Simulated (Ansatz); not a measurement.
# B: the cost of one run

Method: DFT PBE, scalar-relativistic, plane waves, PAW, in Ansatz 0.2.0.

1 further run of the same task is left out (set aside as unsound or not needed).

## 1. The structure to begin with

The structure is trigonal, space group R-3m (No. 166). The conventional cell has a = 8.624 Å, b = 8.624 Å, c = 1.857 Å, α = 90.00°, β = 90.00°, γ = 120.00°. B (site symmetry m) is surrounded by 7 B at 1.74 to 1.91 Å.

As a file:

```
CELL_PARAMETERS angstrom
4.31210 2.48959 0.61886
-4.31210 2.48959 0.61886
0.00000 -4.97918 0.61886
ATOMIC_POSITIONS crystal
B 0.62228 0.94894 0.62228
B 0.37772 0.37772 0.05106
B 0.94894 0.62228 0.62228
B 0.05106 0.37772 0.37772
B 0.62228 0.62228 0.94894
B 0.37772 0.05106 0.37772
```

The cell was relaxed beforehand at this level, from a generated guess; it is a trial structure. At a tolerance of 0.05 Å it has space group R-3m (No. 166); it has 6.64 Å³/atom, an uncorrected energy of +0.37 eV/atom over the standard state.

## 2. Electronic structure at the relaxed geometry

The input, input.yaml:

```yaml
crystal:
  lattice:
    - [4.3120991133, 2.4895915838, 0.618863188]
    - [-4.3120991133, 2.4895915838, 0.618863188]
    - [0.0, -4.9791831676, 0.618863188]
  atoms:
    - { symbol: B, position: [0.6222800165, 0.9489369414, 0.6222800165] }
    - { symbol: B, position: [0.3777199835, 0.3777199835, 0.0510630586] }
    - { symbol: B, position: [0.9489369414, 0.6222800165, 0.6222800165] }
    - { symbol: B, position: [0.0510630586, 0.3777199835, 0.3777199835] }
    - { symbol: B, position: [0.6222800165, 0.6222800165, 0.9489369414] }
    - { symbol: B, position: [0.3777199835, 0.0510630586, 0.3777199835] }
basis:
  ecutwfc: 420
kpoints:
  mp_grid: { grid: [24, 24, 24] }
  band_path:
    path:
      - [[0.0, 0.0, 0.0], [0.5, 0.0, 0.0], [0.5, -0.5, 0.5], [0.17696535, -0.82303465, 0.17696535]]
      - [[0.17696535, 0.17696535, 0.17696535], [0.0, 0.0, 0.0], [0.5, -0.5, 0.0]]
    npoints: 14
hamiltonian:
  xc: pbe
scf:
  occupations: { method: gaussian, width: 0.1 }
  n_extra_bands: 15
output:
  forces: true
  stress: true
  eigenvalues: true
  populations: true
  dos: { projected: true, de: 0.02, nscf_kmesh: { grid: [29, 29, 29] } }
  bader: true
```

On the command line:

```
$ ansatz run input.yaml --threads 1 --pin off --max-ram 2560MiB --backend cpu --events-out ev --progress --plain --runs-dir out
```

Q: Estimate wall time and peak memory on 1 thread of Arm Neoverse V2, shared host.

About 3.7 min, with a peak of 1.5 GiB.
